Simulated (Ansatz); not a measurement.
The system is HgSe.

```
CELL_PARAMETERS angstrom
0.00000 3.03900 3.03900
3.03900 0.00000 3.03900
3.03900 3.03900 0.00000
ATOMIC_POSITIONS crystal
Hg 0.00000 0.00000 0.00000
Se 0.75000 0.75000 0.75000
```

```yaml
Program: Ansatz 0.2.0
Task: relaxation of cell and atoms
Functional: revPBE
Dispersion: D3(BJ)
Potentials_or_basis: Ansatz PAW
Cutoff: "420 eV (not typed: the program's choice for these potentials)"
k_mesh: 8 × 8 × 8
Occupations: fermi-dirac, width 0.05 eV
Spin: no spin polarisation
```

At the start: volume 28.07 Å³/atom.

Q: How do energy, volume and symmetry change on relaxing?

A: It ends after 4 steps and the volume is 29.09 Å³/atom (+3.6 %); space group F-43m (No. 216, to 0.05 Å).

The path:
```csv
step,energy change (eV),largest force (eV/Å),volume (Å³)
1,0.0000,0.0000,56.13
2,-0.0100,0.0000,58.72
3,-0.0109,0.0000,58.18
4,-0.0113,0.0000,58.18
```

Final structure:
```xyz
2
Lattice="0.0000 3.0754 3.0754 3.0754 0.0000 3.0754 3.0754 3.0754 0.0000" Properties=species:S:1:pos:R:3 pbc="T T T"
Hg    0.0000    0.0000    0.0000
Se    4.6132    4.6132    4.6132
```

Caveat: the plane-wave basis is chosen anew once the cell has moved, so the energies of steps on either side of that aren't comparable; pairwise dispersion overbinds metals, which lowers pressure and volume; the PAW data sets come from PBE, with cores solved anew for the run's functional, which leaves a small shift of forces and pressure.
